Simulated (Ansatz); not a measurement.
# K: the cost of one run

Method: DFT PBE, scalar-relativistic, plane waves, PAW, in Ansatz 0.2.0.

## 1. The structure to begin with

Symmetry: P6_3/mmc, No. 194, hexagonal system. The conventional cell has a = 4.762 Å, b = 4.762 Å, c = 7.830 Å, α = 90.00°, β = 90.00°, γ = 120.00°.

As a file:

```
CELL_PARAMETERS angstrom
4.76240 0.00000 0.00000
-2.38120 4.12436 0.00000
0.00000 0.00000 7.82997
ATOMIC_POSITIONS crystal
K 0.33333 0.66667 0.25000
K 0.66667 0.33333 0.75000
```

The structure comes from the Materials Project (structure only).

## 2. A distortion that keeps the symmetry

Against the listed cell: strain xx, yy, zz, yz, xz, xy = +1.2, +1.2, -1.8, +0.0, +0.0, +0.0 %.

The input, input.yaml:

```yaml
crystal:
  lattice:
    - [4.8214497311, 0.0, 0.0]
    - [-2.4107248655, 4.1754979501, 0.0]
    - [0.0, 0.0, 7.6921638248]
  atoms:
    - { symbol: K, position: [0.33333333, 0.66666667, 0.25] }
    - { symbol: K, position: [0.66666667, 0.33333333, 0.75] }
basis:
  ecutwfc: 420
kpoints:
  mp_grid: { grid: [9, 9, 6] }
hamiltonian:
  xc: pbe
scf:
  occupations: { method: gaussian, width: 0.1 }
output:
  forces: true
  stress: true
  eigenvalues: true
  populations: true
```

Launch:

```console
> ansatz run input.yaml --threads 1 --pin off --max-ram 1331MiB --backend cpu --events-out ev --progress --plain --runs-dir out
```

**Question.** How long does this run take on 1 thread of an x86-64 CPU, shared host, and how much memory does it need?

About 10 s, with a peak of 0.41 GiB.
